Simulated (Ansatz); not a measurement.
The cell is COD entry 9008860, as deposited and not checked against the literature; nothing was relaxed.

AlN: DFT, PBEsol, all-electron LAPW, scalar-relativistic (Ansatz 0.2.0).

Command: `ansatz run input.yaml --threads 1 --pin off --max-ram 6144MiB --backend cpu --events-out ev --progress --plain --runs-dir out` The run took 65 s on 1 thread of Arm Neoverse V1 (shared host), peak memory 0.39 GiB.

```yaml
crystal:
  lattice:
    - [3.1110021516, 0.0, 0.0]
    - [-1.5555010758, 2.6942068945, 0.0]
    - [0.0, 0.0, 4.978]
  atoms:
    - { symbol: Al, position: [0.3333333333, 0.6666666667, 0.0] }
    - { symbol: Al, position: [0.6666666667, 0.3333333333, 0.5] }
    - { symbol: "N", position: [0.3333333333, 0.6666666667, 0.385] }
    - { symbol: "N", position: [0.6666666667, 0.3333333333, 0.885] }
kpoints:
  mp_grid: { grid: [11, 11, 6] }
  band_path:
    path:
      - [0.0, 0.0, 0.0]
      - [0.5, 0.0, 0.0]
      - [0.3333333333, 0.3333333333, 0.0]
      - [0.0, 0.0, 0.0]
      - [0.0, 0.0, 0.5]
      - [0.5, 0.0, 0.5]
      - [0.3333333333, 0.3333333333, 0.5]
      - [0.0, 0.0, 0.5]
      - [0.5, 0.0, 0.5]
    npoints: 14
scf:
  occupations: { method: fermi_dirac, width: 0.02 }
hamiltonian:
  xc: pbesol
  pseudopotentials: { kind: all_electron, lapw: { basis_error: 0.001 } }
output:
  forces: true
  stress: true
  eigenvalues: true
  fatbands: true
  populations: true
  dos: { projected: true, de: 0.2, e_range: [-14, 8] }
```

Output:

```
Al: projections on atomic orbitals take those of the free atom 1s2 2s2 2p6 3s2 3p1, of charge +0.00 (hamiltonian.pseudopotentials.projection_atoms)
N: projections on atomic orbitals take those of the free atom 1s2 2s2 2p3, of charge +0.00 (hamiltonian.pseudopotentials.projection_atoms)
LAPW: plane waves up to 9.992 Å⁻¹, error target 1.0e-3 eV per atom; small_component_spin mean_spin; N in spheres of 0.904 Å, 7 of its electrons in bands, Dirac shells []; Al in spheres of 0.981 Å, 11 of its electrons in bands, Dirac shells []
Engine: ansatz 0.2.0
Pseudopotentials: kind: all_electron
Pseudopotential: Al, LAPW, valence charge 11, Koelling and Harmon's equation, gaussian nucleus
Pseudopotential: N, LAPW, valence charge 7, Koelling and Harmon's equation, gaussian nucleus
Functional definition: PBEsol
  exchange = pbesol_x
  correlation = pbesol_c
Crystal: 4 atoms, lattice volume = 41.724 Å³
Basis set: ecut = 380.42351255811803 eV, 699 PW (Γ), exchange–correlation at level 2
Bands: 22, of which v1, the nominal top of the filled ones, is band 18 counted from 1 (17 counted from 0)
Symmetry: 12 space group operations
Space group: P63mc (ITA 186), of the structure as read, at distance tolerance 3.5e-5 Å
k-points: 64 of 726 (time reversal used)
Non-local potential: Al, projectors of the file, none
Non-local potential: N, projectors of the file, none
Initial density: superposition of atomic densities (chi_scale 0.1, normalization cell, long waves kept (reshape's long-wave potential 0.00 eV rms))
Initial wavefunctions: plane waves of lowest kinetic energy (no species holds an atomic orbital)
Functional: x = pbesol(κ = 0.804, μ = 0.12345679012345678), c = pbesol(β = 0.046)
iter 1 solved again at ethr=2.98e-2 eV; its pass at ethr=1.00e-1 eV (dr2=1.07e1 eV) is discarded
SCF iter   1: F=—  HF=-16168.880500 eV  |F-HF|=—  |Δ(HF+E_count)|=         —  Δρ=1.47e-1  dr2=1.07e1  ethr=2.98e-2  ⟨swp⟩=2.0  Hψ=9670  notcnv=0
preconditioner: auto → Resta (q_TF=auto, 2.662 Å⁻¹)  ε∞=3.5  [insulator: Δε(μ)=5.818 eV  Ē_g=14.585 eV  σ=0.020 eV  W_gap=1.00  n_scr=22 (ndim 8)  ℏωp=23.0 eV  f_vac=0.000  D(μ)=0.00/eV (n_scr^D=0)  ε∞_Penn≈3.5]
iter 2 solved again at ethr=1.20e-3 eV; its pass at ethr=2.98e-2 eV (dr2=4.33e-1 eV) is discarded
SCF iter   2: F=—  HF=-16164.399083 eV  |F-HF|=—  |Δ(HF+E_count)|=    4.48e0  Δρ=3.42e-2  dr2=4.32e-1  ethr=1.20e-3  ⟨swp⟩=2.1  Hψ=7537  notcnv=0  defer=1
SCF iter   3: F=—  HF=-16164.313619 eV  |F-HF|=—  |Δ(HF+E_count)|=         —  Δρ=2.60e-2  dr2=3.34e-1  ethr=1.20e-3  ⟨swp⟩=2.0  Hψ=4288  notcnv=0
the basis was enlarged: its passes take 533.0 KiB over the memory plan, 1 of 1 planned eigensolver slots
SCF iter   4: F=—  HF=-16164.267781 eV  |F-HF|=—  |Δ(HF+E_count)|=   4.58e-2  Δρ=8.01e-3  dr2=2.63e-2  ethr=9.27e-4  ⟨swp⟩=2.0  Hψ=4160  notcnv=0
SCF iter   5: F=—  HF=-16164.262820 eV  |F-HF|=—  |Δ(HF+E_count)|=   4.96e-3  Δρ=1.66e-3  dr2=1.24e-3  ethr=7.30e-5  ⟨swp⟩=2.0  Hψ=4288  notcnv=0
SCF iter   6: F=—  HF=-16164.262782 eV  |F-HF|=—  |Δ(HF+E_count)|=   3.72e-5  Δρ=3.23e-4  dr2=5.98e-5  ethr=3.45e-6  ⟨swp⟩=2.0  Hψ=4032  notcnv=0
SCF iter   7: F=—  HF=-16164.262795 eV  |F-HF|=—  |Δ(HF+E_count)|=   1.28e-5  Δρ=2.43e-5  dr2=2.67e-7  ethr=1.66e-7  ⟨swp⟩=3.0  Hψ=4306  notcnv=0
SCF iter   8: F=-16164.262795 eV  HF=-16164.262795 eV  |F-HF|=3.29e-9  |Δ(HF+E_count)|=   1.59e-8  Δρ=5.28e-6  dr2=1.12e-8  ethr=7.41e-10  ⟨swp⟩=3.0  Hψ=4257  notcnv=0
SCF 1 converged in 8 iterations: F = -16164.262795 eV  dr2 = 1.12e-8
NSCF: frozen V_eff on 113 k-points
SCF converged after 8 iterations
Free energy (F): -16164.262795 eV
Harris-Foulkes:  -16164.262795 eV  (|F-HF|=3.29e-9)
Internal energy: -16164.262795 eV  (E = F + TS)
E sigma→0 (E₀):  -16164.262795 eV
Fermi energy:    10.700605 eV
--- Per-component energies (eV) ---
  E_band       = -2405.865341
  E_kinetic    = 16179.056861
  E_xc         = -1356.207338
  E_electrostatic = -30987.112319  (all electrons and nuclei)
  E_smearing   = -0.000000  (= −TS)
  E_closure    = 0.000000  (closes the sum)
  E_atoms      = -16132.961984  (free atoms, spherical and without spin; not in F)
  Σ components = -16164.262795   (vs F -16164.262795, Δ=0.00e0)
  Basis errors (estimates in eV, not in F): energy 5.0e-4 per atom: plane waves 4.6e-4 (2.8e-4 summed), levels above the bands 2.3e-181, relativity 2.1e-8, radial functions 4.4e-5, core shells 4.6e-12; eigenvalues (radial functions only) 1.4e-6; not estimated: angular momenta, meshes, grids; target (lapw.basis_error) 1.0e-3; muffin-tin radii N 0.904 Å, Al 0.981 Å
--- Forces (eV/Å), atoms counted from 1 ---
  atom   1  Al     0.00000000    -0.00000000     0.17714869
  atom   2  Al     0.00000000     0.00000000     0.17714869
  atom   3  N     -0.00000000    -0.00000000    -0.17715082
  atom   4  N     -0.00000000     0.00000000    -0.17715082
  max |Σ_I F_I| component: 4.27e-6 eV/Å
--- Stress (GPa, compression-positive) ---
        1.071346       0.000000       0.000000
        0.000000       1.071346       0.000000
        0.000000       0.000000      -0.873429
  P = ⅓ Tr σ = 0.4231 GPa (4.231 kbar)
--- Band table (eV; the first three rows and the last of 64) ---
  k-point 0: bands = ["-363.5167", "-363.5167", "-91.5621", "-91.5611", "-53.2609", "-53.2497", "-53.2380", "-53.2380", "-53.2361", "-53.2361", "-6.5773", "-4.3872", "2.5565", "7.7026", "7.7026", "8.3604", "8.3604", "8.6541", "12.7385", "15.1762", "19.1533", "19.6278"]
  k-point 1: bands = ["-363.5167", "-363.5167", "-91.5620", "-91.5611", "-53.2601", "-53.2504", "-53.2379", "-53.2379", "-53.2362", "-53.2362", "-6.4694", "-4.6005", "2.9347", "7.7443", "7.7443", "8.0350", "8.3139", "8.3139", "13.2434", "15.2453", "18.9721", "19.5966"]
  k-point 2: bands = ["-363.5167", "-363.5167", "-91.5619", "-91.5613", "-53.2581", "-53.2525", "-53.2375", "-53.2375", "-53.2366", "-53.2366", "-6.1563", "-5.1057", "3.9243", "6.7211", "7.8598", "7.8598", "8.1887", "8.1887", "14.2045", "15.3154", "18.6754", "19.6261"]
  k-point 63: bands = ["-363.5167", "-363.5167", "-91.5610", "-91.5610", "-53.2553", "-53.2553", "-53.2426", "-53.2426", "-53.2414", "-53.2414", "-4.0018", "-4.0018", "3.5979", "3.5979", "4.8770", "4.8770", "7.8033", "7.8033", "15.5410", "15.5410", "16.7057", "16.7057"]
--- Löwdin populations: 4 sites ---
  site symbol       q [e]
     0     Al     11.9677
     1     Al     11.9677
     2      N      7.9661
     3      N      7.9661
  spilling = 0.003309 (of n_electrons = 40.000000)
```

populations.tsv:

```
# site	symbol	l	j	q
# orbitals = lowdin
# n_electrons = 40.000000
# spilling = 0.003309
# projection_atom_Al: 1s2 2s2 2p6 3s2 3p1
# projection_atom_N: 1s2 2s2 2p3
0	Al	0_1S	-	1.999725
0	Al	0_2S	-	1.976741
0	Al	0_3S	-	0.600622
0	Al	1_2P	-	5.991799
0	Al	1_3P	-	1.398822
1	Al	0_1S	-	1.999725
1	Al	0_2S	-	1.976741
1	Al	0_3S	-	0.600622
1	Al	1_2P	-	5.991799
1	Al	1_3P	-	1.398822
2	N	0_1S	-	1.994403
2	N	0_2S	-	1.403343
2	N	1_2P	-	4.568364
3	N	0_1S	-	1.994403
3	N	0_2S	-	1.403343
3	N	1_2P	-	4.568364
```
